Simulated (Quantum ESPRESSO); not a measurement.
PtSe2:

```
Pt Se
1.0
     3.72400    0.00000    0.00000
    -1.86200    3.22508    0.00000
     0.00000    0.00000    5.06200
Pt Se
1 2
Direct
  0.00000 0.00000 0.00000
  0.33333 0.66667 0.25000
  0.66667 0.33333 0.75000
```

```yaml
Program: Quantum ESPRESSO 7.5
Task: phonons
Functional: vdW-DF-cx
Potentials_or_basis: GBRV 1.5 PBE
Cutoff: 612 eV
Density_cutoff: 4898 eV
k_mesh: 4 × 4 × 2, shifted
Occupations: fermi-dirac, width 0.05 eV
Spin: no spin polarisation
Mixing_beta: 0.5
Most_SCF_iterations: 120
SCF_threshold: 6e-10 Ry
```

The cell and the atoms were relaxed first, to 20.05 Å³/atom (a = 3.792 Å, b = 3.792 Å, c = 4.832 Å, α = 90.00°, β = 90.00°, γ = 120.00°), and the response was taken there.

```
Pt Se
1.0
     3.79179    0.00000    0.00000
    -1.89590    3.28379    0.00000
     0.00000    0.00000    4.83177
Pt Se
1 2
Direct
  0.00000 0.00000 0.00000
  0.33333 0.66667 0.25743
  0.66667 0.33333 0.74257
```

Task: What is the highest optical frequency at the zone centre?

Result: 210 cm⁻¹, a mode of symmetry A2u (IR).

Optical modes at Γ, degenerate ones joined:
| cm⁻¹ | components | symmetry | active in |
| --- | --- | --- | --- |
| 161 | 2 | Eg | Raman |
| 183 | 1 | A1g | Raman |
| 193 | 2 | Eu | IR |
| 210 | 1 | A2u | IR |

Caveat: the k mesh is coarse (spacing up to 0.62 Å⁻¹), so the values aren't converged; the mesh is thin for the phonons of a metal; the potentials were made for another functional, which shifts forces and pressure.
